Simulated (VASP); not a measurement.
# V (P6_3/mmc) in VASP: single point with PBEsol

Aim: the single point of V with PBEsol.

Everything below comes from runs of VASP 6.6.1. Logs are shortened: lines on timing, memory, paths and dates and some standing lists are left out, and cuts for length are marked.

### 1 Starting point

The structure is hexagonal, space group P6_3/mmc (No. 194). Conventional cell: a = 2.604 Å, b = 2.604 Å, c = 4.723 Å, α = 90.00°, β = 90.00°, γ = 120.00°. Around V (site symmetry -6m2) lie 12 V at 2.60 to 2.80 Å.

This isn't the form of V at room conditions, which is bcc.

### 2 Single point, PBEsol

Input file INCAR:

```
ALGO = Fast
EDIFF = 1E-6
ENCUT = 520
GGA = PS
ISIF = 2
ISMEAR = 0
LASPH = T
LCHARG = F
LREAL = F
LWAVE = F
NBANDS = 20
NELM = 100
PREC = Accurate
SIGMA = 0.15
```

Input file KPOINTS:

```
k-points
0
Gamma
  21 21 10
```

Input file POSCAR:

```
V
1.0
    2.6042941027      0.0000000000      0.0000000000
   -1.3021470513      2.2553848518      0.0000000000
    0.0000000000      0.0000000000      4.7233360000
V
2
Direct
    0.6666666667      0.3333333333      0.7500000000
    0.3333333333      0.6666666667      0.2500000000
```

Potentials or basis: VASP PAW PBE potentials, release 64 (V_sv).

On the command line:

```
$ cat potpaw_PBE.64/V_sv/POTCAR > POTCAR
$ mpirun -np 1 vasp_std > vasp.out
```

OUTCAR:

```text
EDIFF = 1E-6
   ENCUT = 520
   GGA = PS
   ISIF = 2
   ISMEAR = 0
   LASPH = T
   LREAL = F
   NELM = 100
   PREC = Accurate

 ion  position               nearest neighbor table
   1  0.667  0.333  0.750-   2 2.80   2 2.80   2 2.80   2 2.80   2 2.80   2 2.80
   2  0.333  0.667  0.250-   1 2.80   1 2.80   1 2.80   1 2.80   1 2.80   1 2.80

  LATTYP: Found a hexagonal cell.
 ALAT       =     2.6042941027
 C/A-ratio  =     1.8136722712

  Lattice vectors:

 A1 = (   2.6042941027,   0.0000000000,   0.0000000000)
 A2 = (  -1.3021470513,   2.2553848518,   0.0000000000)
 A3 = (   0.0000000000,   0.0000000000,   4.7233360000)

Analysis of symmetry for initial positions (statically):
=====================================================================
 Subroutine PRICEL returns:
 Original cell was already a primitive cell.

 Routine SETGRP: Setting up the symmetry group for a
 hexagonal supercell.

 Subroutine GETGRP returns: Found 24 space group operations
 (whereof 12 operations were pure point group operations)
 out of a pool of 24 trial point group operations.

The static configuration has the point symmetry D_3d.
 The point group associated with its full space group is D_6h.

Analysis of symmetry for dynamics (positions and initial velocities):
=====================================================================
 Subroutine PRICEL returns:
 Original cell was already a primitive cell.

 Routine SETGRP: Setting up the symmetry group for a
 hexagonal supercell.

 Subroutine GETGRP returns: Found 24 space group operations
 (whereof 12 operations were pure point group operations)
 out of a pool of 24 trial point group operations.

The dynamic configuration has the point symmetry D_3d.
 The point group associated with its full space group is D_6h.

 Subroutine INISYM returns: Found 24 space group operations
 (whereof 12 operations are pure point group operations),
 and found     1 'primitive' translations

----------------------------------------------------------------------------------------

                                     Primitive cell

  volume of cell :      27.7434

  direct lattice vectors                    reciprocal lattice vectors
     2.604294103  0.000000000  0.000000000     0.383981210  0.221691655  0.000000000
[... 77 lines left out ...]
   PREC   = accura    normal or accurate (medium, high low for compatibility)
   ISTART =      0    job   : 0-new  1-cont  2-samecut
   ICHARG =      2    charge: 1-file 2-atom 10-const
   ISPIN  =      1    spin polarized calculation?
   LNONCOLLINEAR =      F non collinear calculations
   LSORBIT =      F    spin-orbit coupling
   LASPH  =      T    aspherical Exc in radial PAW
   ENCUT  =  520.0 eV  38.22 Ry    6.18 a.u.   4.84  4.84  8.78*2*pi/ulx,y,z
   NELM   =    100;   NELMIN=  2; NELMDL= -5     # of ELM steps
   EDIFF  = 0.1E-05   stopping-criterion for ELM
   LREAL  =      F    real-space projection
   EDIFFG = 0.1E-04   stopping-criterion for IOM
   NSW    =      0    number of steps for IOM
   IBRION =     -1    ionic relax: 0-MD 1-quasi-New 2-CG
   NFREE  =      0    steps in history (QN), initial steepest desc. (CG)
   ISIF   =      2    stress and relaxation
   ISYM   =      2    0-nonsym 1-usesym 2-fastsym
   POTIM  = 0.5000    time-step for ionic-motion
   TEBEG  =    0.0;   TEEND  =   0.0 temperature during run
   PSTRESS=    0.0 pullay stress
   NELECT =      26.0000    total number of electrons
   NUPDOWN=      -1.0000    fix difference up-down
   EMIN   =  10.00;   EMAX   =-10.00  energy-range for DOS
   EFERMI =   0.00;   METHOD = LEGACY
   ISMEAR =     0;   SIGMA  =   0.15  broadening in eV -4-tet -1-fermi 0-gaus
   EFERMI_NEDOS =   21; number of points for ismear=-14 and -15
   IALGO  =     68    algorithm
   IMIX   =      4    mixing-type and parameters
     AMIX     =   0.40;   BMIX     =  1.00
     AMIX_MAG =   1.60;   BMIX_MAG =  1.00
  volume/ion in A,a.u.               =      13.87        93.61
  Fermi-wavevector in a.u.,A,eV,Ry     =   1.602062  3.027459 34.920768  2.566604
  Thomas-Fermi vector in A             =   2.698942
   LORBIT       =      0    0 simple, 1 ext, 2 COOP (PROOUT), +10 PAW based schemes
   GGA     = PS    functional components
   LHFCALC =     F    Hartree Fock is set to
   AEXX    =    0.0000 exact exchange contribution
   IVDW    =     0    specifies the selected vdW correction
   LEPSILON=     F    determine dielectric tensor
   LRPA    =     F    only Hartree local field effects (RPA)
 non-spin polarized calculation
 RMM-DIIS sequential band-by-band and
 Gauss-broadening in eV      SIGMA  =   0.15
  energy-cutoff  :      520.00
  volume of cell :       27.74
 maximum number of plane-waves:       771
 NGX is ok and might be reduce to    20
   NGX =  9   NGY =  9   NGZ = 17

 number of electron      26.0000014 magnetization

 Free energy of the ion-electron system (eV)
  ---------------------------------------------------
  ext. energy  EPLUGINS =         0.00000000
  ---------------------------------------------------
  free energy    TOTEN  =       -18.72825238 eV

  energy without entropy =      -18.68910681  energy(sigma->0) =      -18.70867960

 E-fermi :   9.5504     XC(G=0): -12.8796

 val. band max:        9.5467381107   @ k =   0.3333  -0.0000   0.2000
 cond. band min:       9.5507473448   @ k =   0.1905   0.1905   0.0000
 fundamental gap:      0.0040092341
 Fermi energy:         9.5503940604

 k-point     1 :       0.0000    0.0000    0.0000
  band No.  band energies     occupation
      1     -54.2307      2.00000
      2     -54.1217      2.00000
      3     -28.4413      2.00000
      4     -27.8002      2.00000
      5     -27.6616      2.00000
      6     -27.6616      2.00000
[... 541 lines left out ...]
     19      12.4218      0.00000
     20      15.6022      0.00000

 [... further k-points ...]
[... 5 lines left out ...]
  --------------------------------------------------------------------------------------
  -------------------------------------------------------------------------------------
  Total       -1.1245203     -1.1245203     -1.2871109     -0.0000000      0.0000000      0.0000000
  in kB      -64.9409066    -64.9409066    -74.3304965     -0.0000000      0.0000000      0.0000000
  external PRESSURE =     -68.0707699 kB  Pullay stress =       0.0000000 kB

 VOLUME and BASIS-vectors are now :
 -----------------------------------------------------------------------------
  energy-cutoff  :      520.00
  volume of cell :       27.74
      direct lattice vectors                 reciprocal lattice vectors
     2.604294103  0.000000000  0.000000000     0.383981210  0.221691655  0.000000000
    -1.302147051  2.255384852  0.000000000     0.000000000  0.443383310  0.000000000
     0.000000000  0.000000000  4.723336000     0.000000000  0.000000000  0.211714771

 POSITION                                       TOTAL-FORCE (eV/Angst)
 -----------------------------------------------------------------------------------
      1.30215      0.75179      3.54250        -0.000000      0.000000      0.000000
     -0.00000      1.50359      1.18083         0.000000     -0.000000      0.000000
 -----------------------------------------------------------------------------------
    total drift:                                0.000000     -0.000000      0.000000

  FREE ENERGIE OF THE ION-ELECTRON SYSTEM (eV)
  ---------------------------------------------------
  free  energy   TOTEN  =       -18.7282523847 eV

  energy  without entropy=      -18.6891068061  energy(sigma->0) =      -18.70867960
```

stdout:

```text
POSCAR found type information on POSCAR V
 POSCAR found :  1 types and       2 ions
 scaLAPACK will be used
 -----------------------------------------------------------------------------
|                                                                             |
|                                                                             |
|     You enforced a specific xc type in the INCAR file but a different       |
|     I HOPE YOU KNOW WHAT YOU ARE DOING!                                     |
|                                                                             |
 -----------------------------------------------------------------------------

 LDA part: xc-table for (Slater+PW92), standard interpolation
 POSCAR, INCAR and KPOINTS ok, starting setup
 FFT: planning ... GRIDC
 FFT: planning ... GRID_SOFT
 FFT: planning ... GRID
 WAVECAR not read
 entering main loop
```

Run time: 2.3 min. Hardware: 1 thread of Intel Xeon Platinum 8488C (Sapphire Rapids), shared host; peak memory 0.23 GiB.

Results:

- Free energy: -18.7283 eV
- Pressure: -6.8 GPa
- Band gap on the k mesh: none (metal or under the smearing width)

Stress tensor (GPa, compression positive):
```
-6.49  0.00  0.00
 0.00 -6.49  0.00
 0.00  0.00 -7.43
```

Levels at points of the mesh, in eV from the Fermi level:
```tsv
k point	band 11	band 12	band 13	band 14	band 15	band 16
(0.00, 0.00, 0.00)	-0.58	-0.23	0.33	0.33	0.64	0.64
(0.00, 0.00, 0.50)	-1.02	-1.02	0.37	0.37	0.37	0.37
```

Caveat: the PAW data sets were made with another functional, which shifts forces and pressure a little.
